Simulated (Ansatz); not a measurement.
This is a single-point calculation with Ansatz 0.2.0 on GaAs built on the zincblende prototype; the level of theory is r2SCAN+SOC. The cell was relaxed with r2SCAN and then strained (uniaxial -3.0 % along z, other directions held), with the atoms relaxed again with r2SCAN; k points keep the names of the unstrained zone.

```yaml
crystal:
  lattice:
    - [0.0, 2.8330850955, 2.7480925426]
    - [2.8330850955, 0.0, 2.7480925426]
    - [2.8330850955, 2.8330850955, 0.0]
  atoms:
    - { symbol: Ga, position: [0.0, 0.0, 0.0] }
    - { symbol: As, position: [0.25, 0.25, 0.25] }
kpoints:
  mp_grid: { grid: [8, 8, 8] }
  band_path:
    path:
      - [0.0, 0.0, 0.0]
      - [-0.5, -0.5, 0.0]
      - [-0.375, -0.375, 0.25]
      - [-0.375, 0.0, 0.375]
      - [0.0, 0.0, 0.5]
      - [-0.5, -0.25, 0.25]
    npoints: 1
hamiltonian:
  xc: r2scan
scf:
  occupations: { method: fermi_dirac, width: 0.02 }
  n_extra_bands: 8
magnetization:
  noncollinear: true
  spin_orbit: true
output:
  forces: true
  stress: true
  eigenvalues: true
```

Some lines of the output have been replaced by numbered gaps.
```
scf.n_extra_bands = 8 over 28 filled bands (N_el = 28.0): the run solves 36 bands
Pseudopotential: Ga, paw_fr, valence charge 13, recommended cutoff 500 eV (meta_gga)
Pseudopotential: As, paw_fr, valence charge 15, recommended cutoff 500 eV (meta_gga)
Functional definition: r2SCAN
Crystal: 2 atoms, lattice volume = 44.114 Å³
Basis set: ecut = 500 eV, 1115 PW (Γ)
Symmetry: 8 space group operations + 8 with time reversal
Magnetic group: BNS 119.316 (UNI 976)
k-points: 59 of 512 (time reversal used)
SCF 1 converged in 7 iterations: F = -8650.262778 eV  dr2 = 2.88e-8
NSCF: frozen V_eff on 6 k-points
SCF converged after 7 iterations
Free energy (F): -8650.262778 eV
[1]
--- Forces (eV/Å), atoms counted from 1 ---
  atom   1  Ga      0.00000      0.00000      0.00000
  atom   2  As      0.00000      0.00000      0.00000
--- Stress (GPa, compression-positive) ---
[2]
--- Band table (eV; the first three rows and the last of 59) ---
[3]
```

The rows of the band table are 0: (0, 0, 0) = Γ, 1: (0, 0, 1/8), 2: (0, 0, 1/4), 58: (-1/2, -1/2, 0) = X.

**Question.** Give the withheld lines. They hold the stress, the Fermi energy and the band table.

**Answer.**
```
[1]
Fermi energy:    8.962709 eV
[2]
        1.702820       0.000000       0.000000
        0.000000       1.702820       0.000000
        0.000000       0.000000       3.652793
  P = ⅓ Tr σ = 2.3528 GPa (23.528 kbar)
[3]
  k-point 0: bands = […, -5.1156, -5.1156, 8.0285, 8.0285, 8.3171, 8.3171, 8.4521, 8.4521, 9.4733, 9.4733, 12.1953, 12.1953, 12.3710, 12.3710, …]
  k-point 1: bands = […, -4.9158, -4.9151, 6.3533, 6.3565, 7.8873, 7.8910, 8.1431, 8.1476, 10.3851, 10.3875, 12.5883, 12.6187, 12.7463, 12.7532, …]
  k-point 2: bands = […, -4.3594, -4.3586, 4.0248, 4.0259, 7.3977, 7.3995, 7.6830, 7.6872, 10.1814, 10.1824, 13.1771, 13.1773, 13.3079, 13.3095, …]
  k-point 58: bands = […, -2.2935, -2.2935, 1.2968, 1.2968, 5.2212, 5.2212, 5.3031, 5.3031, 9.8536, 9.8536, 10.0104, 10.0104, 19.3126, 19.3126, …]
```
The trailing digits, and the zero of the energies, depend on the potentials and thresholds.

The r2SCAN+SOC gap is direct at Γ: 1.02 eV. The gap is the least over the mesh and the extra points. With the atoms held, the mean pressure is +2.35 GPa (compression positive).

**Question.** It took 5.2 s on 1 × NVIDIA H100 80GB HBM3 with 2 threads of AMD EPYC 7R13 Processor (Zen 3), on a shared host, load about 1.6 per core. What peak of host memory did it reach?

**Answer.** About 1.3 GiB.

(Simulation; no magnetic order is allowed.)
